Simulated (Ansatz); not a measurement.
# CdS, explained

**The experiment.** The Crystallography Open Database holds a cell as deposited of hexagonal CdS (space group P6_3mc), temperature not stated (1993, doi:10.1103/PhysRevB.48.4335): a, c = 4.137, 6.714 Å, 24.88 Å³/atom.

From “Isotope dependence of band-gap energy”, 2008, arxiv:0807.2152, for a bulk crystal of CdS: band gap 2.5809 ± 0.0002 eV.

The computed numbers are results of PBE, scalar-relativistic (no spin polarisation) in the plane-wave PAW code Ansatz at 420 eV, 10×10×6 k-mesh, Gaussian smearing of 0.05 eV; PAW files: Ansatz's generated set soft_2.

The chain of runs began from a cell as deposited in COD, expanded in volume.

The relaxed structure (symmetry read at 0.01 Å). It takes space group P6_3mc (No. 186, hexagonal). Conventional cell: a = 4.197 Å, b = 4.197 Å, c = 6.828 Å, α = 90.00°, β = 90.00°, γ = 120.00°. Around Cd (site symmetry 3m) lie 4 S at 2.57 Å. S (site symmetry 3m) is surrounded by 4 Cd at 2.57 Å. (Neighbours are counted to 15 % beyond the shortest distance.)

Q: Should it be a metal or an insulator?

A: Formal charges Cd²⁺, S²⁻ balance and leave closed shells on every ion, so a band insulator is expected, and the gap is 1.11 eV.

Q: What kind of gap is it?

A: It is direct, 1.11 eV. Within 0.6 eV of the edges the projected states are 93 % S 3p at the top of the valence band and 59 % Cd 5s at the bottom of the conduction band. Crossing the gap moves an electron from the anion's filled p shell to the metal's empty orbitals, as in polar semiconductors.

Q: What fixes the bond lengths?

A: Shannon's ionic radii give a check on the bond lengths: Cd²⁺ with 4 neighbours 0.78 Å + S²⁻ 1.84 Å (six-fold value) = 2.62 Å against a computed mean of 2.57 Å. Sums and bonds agree within 3 %, so ion sizes set the bond lengths.

Q: How ionic is it?

A: Bader charges against formal ones: Cd +0.86 (+2), S −0.86 (−2). The cations give up 43 % of the formal charge; Bader charges stay under formal ones because the anions' density reaches into the cations' basins, the more so the higher the formal charge and the softer the anion.

Q: How stiff is it, in energy terms?

A: B0·V0 = 53.2 GPa × 26.04 Å³ = 8.65 eV/atom sets the scale: near the minimum ΔE ≈ ½ B0 V0 x², with x = V/V0 − 1, and a pressure of 0.5 GPa squeezes the volume by about 1 %. At the ends of the curve: x = −4.0 % predicts 6.9 meV/atom and the run gives 7.4; x = +4.0 % predicts 7.0 meV/atom and the run gives 6.5. The lopsidedness is anharmonic: atoms resist being pushed together more than being pulled apart.

All results together:

```
Volume                                                : 26.04 Å³/atom
Band gap                                              : 1.11 eV
Smallest direct gap                                   : 1.11 eV
Bader charges                                         : Cd 0.86; S -0.86 e
Formation energy from the elements (0 K, uncorrected) : -0.66 eV/atom
Bulk modulus (Birch–Murnaghan)                        : 53 GPa
Pressure derivative B0′                               : 4.6
```

**Against experiment.** PBE gives 4.197, 6.828 Å and 26.04 Å³/atom, +4.7 % in volume (+1.5 % in length) from the database's cell. PBE usually overestimates volumes by a few per cent. The static lattice also lacks zero-point motion and thermal expansion, roughly 0.9 to 2.2 % in volume at 300 K (room temperature assumed) by Grüneisen's rule, γ·3k_BT/(B0·V0) with γ of 1 to 2.5, so its own overestimate is larger than the figure. Against the measured gap of CdS, 2.5809 eV (quoted in “Isotope dependence of band-gap energy”, 2008, arxiv:0807.2152), the calculated 1.11 eV is off by -1.47 eV. So large a miss can be the level of theory's own, or it may mean another phase, state or a wrong row. 2 values of this kind are on record (2.44 to 2.5809 eV); this one was drawn at random, those with a stated uncertainty first. Kohn–Sham gaps of semilocal functionals mostly fall below measured ones. Temperature and excitons aren't in the calculation.

Kohn–Sham gaps of semilocal functionals lie under measured ones, often by a third or more.
